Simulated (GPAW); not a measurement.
Zn:

```
Zn
1.0
     0.00000    1.96478    1.96478
     1.96478    0.00000    1.96478
     1.96478    1.96478    0.00000
Zn
1
Cartesian
  0.0000 0.0000 0.0000
```

This isn't the form of Zn at room conditions, which is hcp.

Base run:

- Program: GPAW 26.7.0
- Functional: RPBE
- Potentials or basis: the program's PAW data sets (release 1.2.1) made for this functional
- Cutoff: 600 eV
- Basis: pw
- k mesh: 12 × 12 × 12
- Occupations: gaussian, width 0.1 eV
- Spin: no spin polarisation

Its results: band gap on the k mesh none (metal or under the smearing width); pressure 2.7 GPa.

Task: The run is repeated on the same cell with these changes: functional from RPBE to LDA; occupations from gaussian, width 0.1 eV to methfessel-paxton, width 0.1 eV. What comes out?

Result: Band gap on the k mesh none (metal or under the smearing width); pressure -8.9 GPa.

Caveats: this smearing can pin the Fermi level at a band edge (some runs).
